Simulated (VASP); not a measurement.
Write the native input for VASP 6.6.1 that does the following.

```yaml
Task: relaxation of cell and atoms
Functional: PBE
Potentials_or_basis: VASP PAW PBE potentials, release 64 (Zr_sv, O)
Cutoff: 600 eV
k_mesh: 8 × 8 × 6
Occupations: gaussian, width 0.02 eV
Spin: no spin polarisation
Further_INCAR_settings: ALGO = Normal; EDIFF = 1e-06; IBRION = 2; EDIFFG = -0.005; NSW = 80; ISIF = 3
```

The structure of ZrO2 lies in POSCAR:

```
ZrO2
1.0
    3.6001685000      0.0000000000      0.0000000000
    0.0000000000      3.6001685000      0.0000000000
    0.0000000000      0.0000000000      5.2251560000
Zr O
2 4
Direct
    0.0000000000      0.0000000000      0.0000000000
    0.5000000000      0.5000000000      0.5000000000
    0.0000000000      0.5000000000      0.3017749100
    0.0000000000      0.5000000000      0.8017749100
    0.5000000000      0.0000000000      0.6982250900
    0.5000000000      0.0000000000      0.1982250900
```

The cell is a database's computed one.

These files were run (other wordings do the same):

INCAR

```
SYSTEM = ZrO2
ALGO = Normal
EDIFF = 1E-6
EDIFFG = -0.005
ENCUT = 600
GGA = PE
IBRION = 2
ISIF = 3
ISMEAR = 0
KPAR = 4
LASPH = .TRUE.
LCHARG = .FALSE.
LREAL = .FALSE.
LWAVE = .FALSE.
NELM = 120
NSW = 80
PREC = Accurate
SIGMA = 0.02
```

KPOINTS

```
k-points
0
G
  8 8 6
  0 0 0
```

Potentials or basis: VASP PAW PBE potentials, release 64 (Zr_sv, O).

Launch:

```sh
$ cat potpaw_PBE.64/Zr_sv/POTCAR potpaw_PBE.64/O/POTCAR > POTCAR
$ mpirun -np 4 vasp_std > vasp.out
```

Results of the run:

```yaml
Relaxed_volume: 11.54 Å³/atom
Relaxed_cell: a = 3.622 Å, b = 3.622 Å, c = 5.277 Å, α = 90.00°, β = 90.00°, γ = 90.00°
Space_group_after_relaxing_to_0.05_Å: P4_2/nmc (No. 137)
Energy_gained_by_relaxing: 2.8 meV/atom
Ionic_steps: 11
Pressure_after_relaxing: 0.0 GPa
Band_gap_on_the_k_mesh: 4.02 eV, indirect (least direct gap 4.12 eV)
```

Wall time 6.2 min on 4 MPI ranks on Intel(R) Xeon(R) Platinum 8259CL CPU @ 2.50GHz (Skylake/Cascade Lake), on a shared host, peak memory 0.27 GiB a rank.
